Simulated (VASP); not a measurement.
# InSb (F-43m) in VASP: phonons with PBE

Aim: the phonons of InSb with PBE.

Program: VASP 6.6.1. These are calculated values, not measurements. Logs are shortened: lines on timing, memory, paths and dates and some standing lists are left out, and cuts for length are marked.

## (1) Starting point

Symmetry: F-43m, No. 216, cubic system. The conventional cell has a = 6.478 Å, b = 6.478 Å, c = 6.478 Å, α = 90.00°, β = 90.00°, γ = 90.00°. In (site symmetry -43m) is surrounded by 4 Sb at 2.81 Å. Around Sb (site symmetry -43m) lie 4 In at 2.81 Å.

## (2) Phonons, PBE

The input, POSCAR:

```
InSb
1.0
    0.0000000000      3.2391000000      3.2391000000
    3.2391000000      0.0000000000      3.2391000000
    3.2391000000      3.2391000000      0.0000000000
In Sb
1 1
Direct
    0.0000000000      0.0000000000      0.0000000000
    0.2500000000      0.2500000000      0.2500000000
```

The input, INCAR.step1:

```
ALGO     = Normal         # electronic algorithm
EDIFF    = 1E-8           # SCF threshold, eV
EDIFFG   = -0.002         # ionic threshold
ENCUT    = 600            # plane-wave cutoff, eV
GGA      = PE             # functional
IBRION   = 2              # ionic algorithm
ISIF     = 3              # what is computed and relaxed
ISMEAR   = 0              # smearing method
LASPH    = T              # aspherical terms in the spheres
LCHARG   = F              # write CHGCAR
LREAL    = F              # projectors in reciprocal space
LWAVE    = F              # write WAVECAR
NELM     = 80             # most SCF steps
NSW      = 40             # ionic steps
PREC     = Accurate       # precision mode
SIGMA    = 0.02           # smearing width, eV
```

The input, INCAR.step2:

```
ALGO     = Normal         # electronic algorithm
EDIFF    = 1E-8           # SCF threshold, eV
ENCUT    = 600            # plane-wave cutoff, eV
GGA      = PE             # functional
IBRION   = 6              # ionic algorithm
ISIF     = 2              # what is computed and relaxed
ISMEAR   = 0              # smearing method
LASPH    = T              # aspherical terms in the spheres
LCHARG   = F              # write CHGCAR
LREAL    = F              # projectors in reciprocal space
LWAVE    = F              # write WAVECAR
NELM     = 80             # most SCF steps
NFREE    = 2            
NSW      = 1              # ionic steps
POTIM    = 0.015          # step
PREC     = Accurate       # precision mode
SIGMA    = 0.02           # smearing width, eV
```

The input, KPOINTS:

```
k-points
0
Gamma
  8 8 8
```

Potentials or basis: VASP PAW PBE potentials, release 64 (In_d, Sb).

The run is started by

```sh
$ cat potpaw_PBE.64/In_d/POTCAR potpaw_PBE.64/Sb/POTCAR > POTCAR
$ cp INCAR.step1 INCAR
$ mpirun -np 1 vasp_std > vasp.out
$ cp CONTCAR POSCAR
$ cp INCAR.step2 INCAR
$ mpirun -np 1 vasp_std > vasp.out
```

OUTCAR:

```text
EDIFF = 1E-8
   ENCUT = 600
   GGA = PE
   IBRION = 6
   ISIF = 2
   ISMEAR = 0
   LASPH = T
   LREAL = F
   NELM = 80
   NFREE = 2
   NSW = 1
   POTIM = 0.015
   PREC = Accurate

 ion  position               nearest neighbor table
   1  0.000  0.000  0.000-   2 2.87   2 2.87   2 2.87   2 2.87
   2  0.250  0.250  0.250-   1 2.87   1 2.87   1 2.87   1 2.87

  LATTYP: Found a face centered cubic cell.
 ALAT       =     6.6344960926

  Lattice vectors:

 A1 = (   0.0000000000,   3.3172480463,   3.3172480463)
 A2 = (   3.3172480463,   0.0000000000,   3.3172480463)
 A3 = (   3.3172480463,   3.3172480463,   0.0000000000)

Analysis of symmetry for initial positions (statically):
=====================================================================
 Subroutine PRICEL returns:
 Original cell was already a primitive cell.

 Routine SETGRP: Setting up the symmetry group for a
 face centered cubic supercell.

 Subroutine GETGRP returns: Found 24 space group operations
 (whereof 24 operations were pure point group operations)
 out of a pool of 48 trial point group operations.

The static configuration has the point symmetry T_d .

Analysis of symmetry for dynamics (positions and initial velocities):
=====================================================================
 Subroutine PRICEL returns:
 Original cell was already a primitive cell.

 Routine SETGRP: Setting up the symmetry group for a
 face centered cubic supercell.

 Subroutine GETGRP returns: Found 24 space group operations
 (whereof 24 operations were pure point group operations)
 out of a pool of 48 trial point group operations.

The dynamic configuration has the point symmetry T_d .

 Subroutine INISYM returns: Found 24 space group operations
 (whereof 24 operations are pure point group operations),
 and found     1 'primitive' translations

----------------------------------------------------------------------------------------

                                     Primitive cell

  volume of cell :      73.0069

  direct lattice vectors                    reciprocal lattice vectors
     0.000000000  3.317248046  3.317248046    -0.150727348  0.150727348  0.150727348
     3.317248046  0.000000000  3.317248046     0.150727348 -0.150727348  0.150727348
[... 283 lines left out ...]
  ---------------------------------------------------
  ext. energy  EPLUGINS =         0.00000000
  ---------------------------------------------------
  free energy    TOTEN  =        -6.94812372 eV

  energy without entropy =       -6.94809729  energy(sigma->0) =       -6.94811050

 E-fermi :   4.3984     XC(G=0):  -8.3833

 val. band max:        4.3840464849   @ k =   0.0000   0.0000   0.0000
 cond. band min:       4.4128037940   @ k =   0.0000   0.0000   0.0000
 fundamental gap:      0.0287573091
 Fermi energy:         4.3984464263

 k-point     1 :       0.0000    0.0000    0.0000
  band No.  band energies     occupation
      1     -10.0890      2.00000
      2     -10.0876      2.00000
      3     -10.0862      2.00000
      4     -10.0208      2.00000
      5     -10.0208      2.00000
      6      -5.9044      2.00000
      7       3.7939      2.00000
      8       4.3534      1.99857
      9       4.3840      1.69143
     10       4.4128      0.31000
     11       7.3244      0.00000
     12       7.3474      0.00000
     13       7.3721      0.00000
[... 354 lines left out ...]
  band No.  band energies     occupation
      1     -10.1303      2.00000
      2     -10.0691      2.00000
      3     -10.0640      2.00000
      4     -10.0237      2.00000
      5     -10.0192      2.00000
      6      -4.4619      2.00000
      7      -0.9483      2.00000
      8       1.9564      2.00000
      9       2.9328      2.00000
     10       6.4874      0.00000
     11       7.8681      0.00000
     12       9.2727      0.00000
     13      10.3129      0.00000

 [... further k-points ...]

------------------------ aborting loop because EDIFF is reached ----------------------------------------

  FORCE on cell =-STRESS in cart. coord.  units (eV):
  Direction    XX          YY          ZZ          XY          YZ          ZX
  --------------------------------------------------------------------------------------
  -------------------------------------------------------------------------------------
  Total        0.0102124      0.0069747      0.0069747      0.0000000      0.0947359      0.0000000
  in kB        0.2241170      0.1530637      0.1530637      0.0000000      2.0790329      0.0000000
  external PRESSURE =       0.1767481 kB  Pullay stress =       0.0000000 kB
[... 17 lines left out ...]
  FREE ENERGIE OF THE ION-ELECTRON SYSTEM (eV)
  ---------------------------------------------------
  free  energy   TOTEN  =        -6.9481237159 eV

  energy  without entropy=       -6.9480972919  energy(sigma->0) =       -6.94811050

 INTERNAL STRAIN TENSORS FROM DISPLACED ATOMS
 ============================================

 INTERNAL STRAIN TENSOR FOR ION    1 for displacements in x,y,z  (eV/Angst):
          X           Y           Z          XY          YZ          ZX
  --------------------------------------------------------------------------------
  x    -0.00000     0.00000     0.00000     0.00000     6.32225     0.00000
  y     0.00000     0.00000     0.00000     0.00000     0.00000     6.32225
  z     0.00000     0.00000    -0.00000     6.32225     0.00000     0.00000

 INTERNAL STRAIN TENSOR FOR ION    2 for displacements in x,y,z  (eV/Angst):
          X           Y           Z          XY          YZ          ZX
  --------------------------------------------------------------------------------
  x    -0.00000     0.00000     0.00000     0.00000    -6.31872     0.00000
  y     0.00000     0.00000     0.00000     0.00000     0.00000    -6.31872
  z     0.00000     0.00000    -0.00000    -6.31872     0.00000     0.00000

 Eigenvectors and eigenvalues of the dynamical matrix
 ----------------------------------------------------

   1 f  =    4.789417 THz    30.092797 2PiTHz  159.757765 cm-1    19.807430 meV
             X         Y         Z           dx          dy          dz
      0.000000  0.000000  0.000000     0.000000    0.717479    0.000000
      1.658624  1.658624  1.658624     0.000000   -0.696580    0.000000
[... 21 lines left out ...]
   6 f/i=    0.000618 THz     0.003883 2PiTHz    0.020614 cm-1     0.002556 meV
             X         Y         Z           dx          dy          dz
      0.000000  0.000000  0.000000     0.000000    0.000000   -0.696580
      1.658624  1.658624  1.658624     0.000000    0.000000   -0.717479

 ELASTIC MODULI CONTR FROM IONIC RELAXATION (kBar)
 Direction    XX          YY          ZZ          XY          YZ          ZX
 --------------------------------------------------------------------------------
 XX          -0.0000      0.0000      0.0000     -0.0000      0.0000      0.0000
 YY           0.0000     -0.0000     -0.0000      0.0000     -0.0000     -0.0000
 ZZ           0.0000     -0.0000     -0.0000      0.0000     -0.0000     -0.0000
 XY          -0.0000      0.0000      0.0000   -158.0738      0.0000      0.0000
 YZ           0.0000     -0.0000     -0.0000      0.0000   -158.0738      0.0000
 ZX           0.0000     -0.0000     -0.0000      0.0000      0.0000   -158.0738
 --------------------------------------------------------------------------------
```

OUTCAR.step1:

```text
EDIFF = 1E-8
   EDIFFG = -0.002
   ENCUT = 600
   GGA = PE
   IBRION = 2
   ISIF = 3
   ISMEAR = 0
   LASPH = T
   LREAL = F
   NELM = 80
   NSW = 40
   PREC = Accurate

[... 748 lines left out ...]
      2     -10.0873      2.00000
      3     -10.0873      2.00000
      4     -10.0205      2.00000
      5     -10.0205      2.00000
      6      -5.9043      2.00000
      7       3.7939      2.00000
      8       4.3835      1.33334
      9       4.3835      1.33334
     10       4.3835      1.33333
     11       7.3478      0.00000
     12       7.3478      0.00000
     13       7.3478      0.00000
[... 397 lines left out ...]
  FREE ENERGIE OF THE ION-ELECTRON SYSTEM (eV)
  ---------------------------------------------------
  free  energy   TOTEN  =        -6.9482859230 eV

  energy  without entropy=       -6.9482256643  energy(sigma->0) =       -6.94825579

 reached required accuracy - stopping structural energy minimisation
```

Run time: 6.4 min. Hardware: 1 thread of Intel Xeon Platinum 8375C at 2.90GHz (Ice Lake), shared host; peak memory 0.38 GiB.

What came out:

| Property | Result |
| --- | --- |
| Relaxed volume | 36.50 Å³/atom |
| Relaxed cell | a = 4.691 Å, b = 4.691 Å, c = 4.691 Å, α = 60.00°, β = 60.00°, γ = 60.00° |
| Space group after relaxing (to 0.05 Å) | F-43m (No. 216) |
| Highest phonon frequency at Γ, LO-TO splitting left out | 160 cm⁻¹ |

Step by step:
```
step  energy change (eV)  largest force (eV/Å)  pressure (GPa)  volume (Å³)
   1              0.0000                0.0000            3.15        67.97
   2             -0.0417                0.0000           -0.82        74.76
   3             -0.0463                0.0000            0.01        73.00
   4             -0.0463                0.0000           -0.04        73.10
   5             -0.0463                0.0000            0.01        73.01
```

Final structure:
```cif
data_structure
_symmetry_space_group_name_H-M 'P 1'
_symmetry_Int_Tables_number 1
_cell_length_a 4.6913
_cell_length_b 4.6913
_cell_length_c 4.6913
_cell_angle_alpha 60.000
_cell_angle_beta 60.000
_cell_angle_gamma 60.000
_cell_volume 73.01
loop_
_atom_site_label
_atom_site_type_symbol
_atom_site_fract_x
_atom_site_fract_y
_atom_site_fract_z
_atom_site_occupancy
In1 In 0.00000 0.00000 0.00000 1
Sb1 Sb 0.25000 0.25000 0.25000 1
```

Phonon frequencies in cm⁻¹ (negative: imaginary):
```csv
q point,frequencies
"(0.000, 0.000, 0.000)",0 0 0 160 160 160
```

Spin-orbit coupling is left out, which matters for the levels of Sb.
